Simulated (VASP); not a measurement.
# KI (Fm-3m) in VASP: settings compared

KI is run at these levels: PBE, LDA; tasks: single point.

Program: VASP 6.6.1. These are calculated values, not measurements. Logs are shortened: lines on timing, memory, paths and dates and some standing lists are left out, and cuts for length are marked.

**The experiment to reproduce.**

From a printed reference work, monograph, for a bulk crystal of KI: band gap 6.32 eV.

The results are compared with them further down.

## (1) The cell of the first run

The structure is cubic, space group Fm-3m (No. 225). Conventional cell: a = 7.089 Å, b = 7.089 Å, c = 7.089 Å, α = 90.00°, β = 90.00°, γ = 90.00°. K (site symmetry m-3m) has 6 I at 3.54 Å within 4.7 Å. I (site symmetry m-3m) has 6 K at 3.54 Å within 4.7 Å.

## (2) Single point, PBE

File INCAR:

```
SYSTEM = KI
PREC     = Accurate       ! precision mode
ENCUT    = 520            ! plane-wave cutoff, eV
EDIFF    = 1E-7           ! SCF threshold, eV
ISMEAR   = 0              ! smearing method
SIGMA    = 0.01           ! smearing width, eV
LREAL    = .False.        ! projectors in reciprocal space
LASPH    = .True.         ! aspherical terms in the spheres
NELM     = 60             ! most SCF steps
ALGO     = Normal         ! electronic algorithm
ISIF     = 2              ! what is computed and relaxed
LWAVE    = .False.        ! write WAVECAR
LCHARG   = .True.         ! write CHGCAR
GGA      = PE             ! functional
LELF     = .True.         ! ELF
LVHAR    = .True.       
NBANDS   = 15             ! bands
```

File KPOINTS:

```
Automatic mesh
0
Gamma
  4 4 4
  0 0 0
```

File POSCAR:

```
KI
1.0
    0.0000000000      3.5445661619      3.5445661619
    3.5445661619      0.0000000000      3.5445661619
    3.5445661619      3.5445661619      0.0000000000
K I
1 1
Direct
    0.0000000000      0.0000000000      0.0000000000
    0.5000000000      0.5000000000      0.5000000000
```

Potentials or basis: VASP PAW PBE potentials, release 64 (K_sv, I).

Run with:

```console
$ cat potpaw_PBE.64/K_sv/POTCAR potpaw_PBE.64/I/POTCAR > POTCAR
$ mpirun -np 1 vasp_std > vasp.out
```

OUTCAR:

```text
SYSTEM = KI
   PREC = Accurate
   ENCUT = 520
   EDIFF = 1E-7
   ISMEAR = 0
   LREAL = .False.
   LASPH = .True.
   NELM = 60
   ISIF = 2
   GGA = PE

 ion  position               nearest neighbor table
   1  0.000  0.000  0.000-   2 3.54   2 3.54   2 3.54   2 3.54   2 3.54   2 3.54
   2  0.500  0.500  0.500-   1 3.54   1 3.54   1 3.54   1 3.54   1 3.54   1 3.54

  LATTYP: Found a face centered cubic cell.
 ALAT       =     7.0891323238

  Lattice vectors:

 A1 = (   0.0000000000,   3.5445661619,   3.5445661619)
 A2 = (   3.5445661619,   0.0000000000,   3.5445661619)
 A3 = (   3.5445661619,   3.5445661619,   0.0000000000)

Analysis of symmetry for initial positions (statically):
=====================================================================
 Subroutine PRICEL returns:
 Original cell was already a primitive cell.

 Routine SETGRP: Setting up the symmetry group for a
 face centered cubic supercell.

 Subroutine GETGRP returns: Found 48 space group operations
 (whereof 48 operations were pure point group operations)
 out of a pool of 48 trial point group operations.

The static configuration has the point symmetry O_h .

Analysis of symmetry for dynamics (positions and initial velocities):
=====================================================================
 Subroutine PRICEL returns:
 Original cell was already a primitive cell.

 Routine SETGRP: Setting up the symmetry group for a
 face centered cubic supercell.

 Subroutine GETGRP returns: Found 48 space group operations
 (whereof 48 operations were pure point group operations)
 out of a pool of 48 trial point group operations.

The dynamic configuration has the point symmetry O_h .

 Subroutine INISYM returns: Found 48 space group operations
 (whereof 48 operations are pure point group operations),
 and found     1 'primitive' translations

----------------------------------------------------------------------------------------

                                     Primitive cell

  volume of cell :      89.0675

  direct lattice vectors                    reciprocal lattice vectors
     0.000000000  3.544566162  3.544566162    -0.141060987  0.141060987  0.141060987
     3.544566162  0.000000000  3.544566162     0.141060987 -0.141060987  0.141060987
     3.544566162  3.544566162  0.000000000     0.141060987  0.141060987 -0.141060987

  length of vectors
     5.012773539  5.012773539  5.012773539     0.244324796  0.244324796  0.244324796

  position of ions in fractional coordinates (direct lattice)
     0.000000000  0.000000000  0.000000000
     0.500000000  0.500000000  0.500000000

  ion indices of the primitive-cell ions
   primitive index   ion index
                 1           1
                 2           2

----------------------------------------------------------------------------------------

 KPOINTS: Automatic mesh

Automatic generation of k-mesh.
 Grid dimensions read from file:
 generate k-points for:    4    4    4

 Generating k-lattice:

  Cartesian coordinates                     Fractional coordinates (reciprocal lattice)
    -0.035265247  0.035265247  0.035265247     0.250000000  0.000000000  0.000000000
     0.035265247 -0.035265247  0.035265247     0.000000000  0.250000000  0.000000000
     0.035265247  0.035265247 -0.035265247     0.000000000  0.000000000  0.250000000

  Length of vectors
     0.061081199  0.061081199  0.061081199

  Shift w.r.t. Gamma in fractional coordinates (k-lattice)
     0.000000000  0.000000000  0.000000000

 Subroutine IBZKPT returns following result:
 ===========================================

 Found      8 irreducible k-points:

 Following reciprocal coordinates:
            Coordinates               Weight
  0.000000  0.000000  0.000000      1.000000
  0.250000  0.000000  0.000000      8.000000
  0.500000  0.000000  0.000000      4.000000
  0.250000  0.250000  0.000000      6.000000
  0.500000  0.250000  0.000000     24.000000
 -0.250000  0.250000  0.000000     12.000000
  0.500000  0.500000  0.000000      3.000000
 -0.250000  0.500000  0.250000      6.000000
   k-points           NKPTS =      8   k-points in BZ     NKDIM =      8   number of bands    NBANDS=     15
   number of dos      NEDOS =    301   number of ions     NIONS =      2
   total plane-waves  NPLWV =  64000
   dimension x,y,z NGX =    40 NGY =   40 NGZ =   40
   dimension x,y,z NGXF=    80 NGYF=   80 NGZF=   80
   ions per type =               1   1
   NGX,Y,Z   is equivalent  to a cutoff of  13.27, 13.27, 13.27 a.u.
   NGXF,Y,Z  is equivalent  to a cutoff of  26.53, 26.53, 26.53 a.u.
 SYSTEM =  KI
   PREC   = accura    normal or accurate (medium, high low for compatibility)
   ISTART =      0    job   : 0-new  1-cont  2-samecut
   ICHARG =      2    charge: 1-file 2-atom 10-const
   ISPIN  =      1    spin polarized calculation?
   LNONCOLLINEAR =      F non collinear calculations
   LSORBIT =      F    spin-orbit coupling
   LASPH  =      T    aspherical Exc in radial PAW
   ENCUT  =  520.0 eV  38.22 Ry    6.18 a.u.   9.32  9.32  9.32*2*pi/ulx,y,z
   NELM   =     60;   NELMIN=  2; NELMDL= -5     # of ELM steps
   EDIFF  = 0.1E-06   stopping-criterion for ELM
   LREAL  =      F    real-space projection
   EDIFFG = 0.1E-05   stopping-criterion for IOM
   NSW    =      0    number of steps for IOM
   IBRION =     -1    ionic relax: 0-MD 1-quasi-New 2-CG
   NFREE  =      0    steps in history (QN), initial steepest desc. (CG)
   ISIF   =      2    stress and relaxation
   ISYM   =      2    0-nonsym 1-usesym 2-fastsym
   POTIM  = 0.5000    time-step for ionic-motion
   TEBEG  =    0.0;   TEEND  =   0.0 temperature during run
   PSTRESS=    0.0 pullay stress
   NELECT =      16.0000    total number of electrons
   NUPDOWN=      -1.0000    fix difference up-down
   EMIN   =  10.00;   EMAX   =-10.00  energy-range for DOS
   EFERMI =   0.00;   METHOD = LEGACY
   ISMEAR =     0;   SIGMA  =   0.01  broadening in eV -4-tet -1-fermi 0-gaus
   EFERMI_NEDOS =   21; number of points for ismear=-14 and -15
   IALGO  =     38    algorithm
   IMIX   =      4    mixing-type and parameters
     AMIX     =   0.40;   BMIX     =  1.00
     AMIX_MAG =   1.60;   BMIX_MAG =  1.00
  volume/ion in A,a.u.               =      44.53       300.53
  Fermi-wavevector in a.u.,A,eV,Ry     =   0.923723  1.745583 11.609363  0.853264
  Thomas-Fermi vector in A             =   2.049391
   LORBIT       =      0    0 simple, 1 ext, 2 COOP (PROOUT), +10 PAW based schemes
   GGA     = PE    functional components
   LHFCALC =     F    Hartree Fock is set to
   AEXX    =    0.0000 exact exchange contribution
   IVDW    =     0    specifies the selected vdW correction
   LEPSILON=     F    determine dielectric tensor
   LRPA    =     F    only Hartree local field effects (RPA)
 non-spin polarized calculation
 Gauss-broadening in eV      SIGMA  =   0.01
  energy-cutoff  :      520.00
  volume of cell :       89.07
 maximum number of plane-waves:      2421
 NGX is ok and might be reduce to    40
   NGX = 19   NGY = 19   NGZ = 19

 number of electron      15.9999999 magnetization

 Free energy of the ion-electron system (eV)
  ---------------------------------------------------
  ext. energy  EPLUGINS =         0.00000000
  ---------------------------------------------------
  free energy    TOTEN  =        -5.55865894 eV

  energy without entropy =       -5.55865894  energy(sigma->0) =       -5.55865894

 E-fermi :  -0.3216     XC(G=0):  -7.1379

 val. band max:       -0.4658743120   @ k =   0.0000   0.0000   0.0000
 cond. band min:       3.4735440832   @ k =   0.0000   0.0000   0.0000
 fundamental gap:      3.9394183953
 Fermi energy:        -0.3215520966

 k-point     1 :       0.0000    0.0000    0.0000
  band No.  band energies     occupation
      1     -28.9870      2.00000
      2     -12.4734      2.00000
      3     -12.4734      2.00000
      4     -12.4734      2.00000
      5     -10.9527      2.00000
      6      -0.4659      2.00000
      7      -0.4659      2.00000
      8      -0.4659      2.00000
      9       3.4735      0.00000
     10       6.0339      0.00000
     11       6.0339      0.00000
     12       6.0339      0.00000
     13       6.7442      0.00000
     14       6.7442      0.00000
     15       9.3118      0.00000

 k-point     2 :       0.2500    0.0000    0.0000
  band No.  band energies     occupation
      1     -28.9860      2.00000
      2     -12.5467      2.00000
      3     -12.4745      2.00000
      4     -12.4745      2.00000
      5     -10.8171      2.00000
      6      -1.2122      2.00000
      7      -0.6375      2.00000
      8      -0.6375      2.00000
      9       4.5659      0.00000
     10       6.0964      0.00000
     11       6.6367      0.00000
     12       6.6367      0.00000
     13       7.4308      0.00000
     14       7.4308      0.00000
     15       9.7894      0.00000

 k-point     3 :       0.5000    0.0000    0.0000
  band No.  band energies     occupation
      1     -28.9850      2.00000
      2     -12.6110      2.00000
      3     -12.4757      2.00000
      4     -12.4757      2.00000
      5     -10.6882      2.00000
      6      -1.7629      2.00000
      7      -0.7936      2.00000
      8      -0.7936      2.00000
      9       5.0463      0.00000
     10       7.2150      0.00000
     11       7.6568      0.00000
     12       7.6568      0.00000
     13       8.2201      0.00000
     14       8.2201      0.00000
     15       8.7981      0.00000

 k-point     4 :       0.2500    0.2500    0.0000
  band No.  band energies     occupation
      1     -28.9857      2.00000
      2     -12.5270      2.00000
      3     -12.4820      2.00000
      4     -12.4820      2.00000
      5     -10.8264      2.00000
      6      -1.2339      2.00000
      7      -0.6677      2.00000
      8      -0.6677      2.00000
      9       4.7954      0.00000
     10       5.0691      0.00000
     11       7.1268      0.00000
     12       7.4103      0.00000
     13       7.4103      0.00000
     14       7.6133      0.00000
     15       9.6541      0.00000

 k-point     5 :       0.5000    0.2500    0.0000
  band No.  band energies     occupation
      1     -28.9847      2.00000
      2     -12.5577      2.00000
      3     -12.4913      2.00000
      4     -12.4833      2.00000
      5     -10.7490      2.00000
      6      -1.4791      2.00000
      7      -0.9977      2.00000
      8      -0.8108      2.00000
      9       5.1976      0.00000
     10       6.2120      0.00000
     11       6.8384      0.00000
     12       7.7690      0.00000
     13       8.2361      0.00000
     14       8.5935      0.00000
     15       9.2923      0.00000

 k-point     6 :      -0.2500    0.2500    0.0000
  band No.  band energies     occupation
      1     -28.9851      2.00000
      2     -12.5686      2.00000
      3     -12.4927      2.00000
      4     -12.4757      2.00000
      5     -10.7393      2.00000
      6      -1.4734      2.00000
      7      -0.9571      2.00000
      8      -0.7841      2.00000
      9       5.6649      0.00000
     10       6.0541      0.00000
     11       6.7168      0.00000
     12       7.2446      0.00000
     13       8.1128      0.00000
     14       8.4367      0.00000
     15       9.2418      0.00000

 k-point     7 :       0.5000    0.5000    0.0000
  band No.  band energies     occupation
      1     -28.9844      2.00000
      2     -12.5166      2.00000
      3     -12.4908      2.00000
      4     -12.4908      2.00000
      5     -10.8133      2.00000
      6      -1.4478      2.00000
      7      -0.8268      2.00000
      8      -0.8268      2.00000
      9       4.4845      0.00000
     10       5.2760      0.00000
     11       7.6186      0.00000
     12       8.2151      0.00000
     13       8.2921      0.00000
     14       9.1237      0.00000
     15       9.1237      0.00000

 k-point     8 :      -0.2500    0.5000    0.2500
  band No.  band energies     occupation
      1     -28.9844      2.00000
      2     -12.5206      2.00000
      3     -12.5036      2.00000
      4     -12.5036      2.00000
      5     -10.7585      2.00000
      6      -1.1813      2.00000
      7      -1.1813      2.00000
      8      -1.0533      2.00000
      9       5.9935      0.00000
     10       5.9935      0.00000
     11       6.1417      0.00000
     12       7.6860      0.00000
     13       8.3311      0.00000
     14       9.1550      0.00000
     15       9.5099      0.00000

------------------------ aborting loop because EDIFF is reached ----------------------------------------

  FORCE on cell =-STRESS in cart. coord.  units (eV):
  Direction    XX          YY          ZZ          XY          YZ          ZX
  --------------------------------------------------------------------------------------
  -------------------------------------------------------------------------------------
  Total        0.2700241      0.2700241      0.2700241      0.0000000      0.0000000     -0.0000000
  in kB        4.8572878      4.8572878      4.8572878      0.0000000      0.0000000     -0.0000000
  external PRESSURE =       4.8572878 kB  Pullay stress =       0.0000000 kB

 VOLUME and BASIS-vectors are now :
 -----------------------------------------------------------------------------
  energy-cutoff  :      520.00
  volume of cell :       89.07
      direct lattice vectors                 reciprocal lattice vectors
     0.000000000  3.544566162  3.544566162    -0.141060987  0.141060987  0.141060987
     3.544566162  0.000000000  3.544566162     0.141060987 -0.141060987  0.141060987
     3.544566162  3.544566162  0.000000000     0.141060987  0.141060987 -0.141060987

 POSITION                                       TOTAL-FORCE (eV/Angst)
 -----------------------------------------------------------------------------------
      0.00000      0.00000      0.00000        -0.000000      0.000000     -0.000000
      3.54457      3.54457      3.54457         0.000000      0.000000      0.000000
 -----------------------------------------------------------------------------------
    total drift:                                0.000000     -0.000000     -0.000000

  FREE ENERGIE OF THE ION-ELECTRON SYSTEM (eV)
  ---------------------------------------------------
  free  energy   TOTEN  =        -5.5586589384 eV

  energy  without entropy=       -5.5586589384  energy(sigma->0) =       -5.55865894
```

Run time: 24 s. Hardware: 1 thread of Intel Xeon Platinum 8259CL at 2.50GHz (Skylake/Cascade Lake), shared host; peak memory 0.23 GiB.

Results:

| Quantity | Value |
| --- | --- |
| Free energy | -5.5587 eV |
| Pressure | 0.5 GPa |
| Band gap on the k mesh | 3.94 eV |

Caveat: spin-orbit coupling is left out, which moves the levels of the heavy elements.

[end of part 1 of 2]
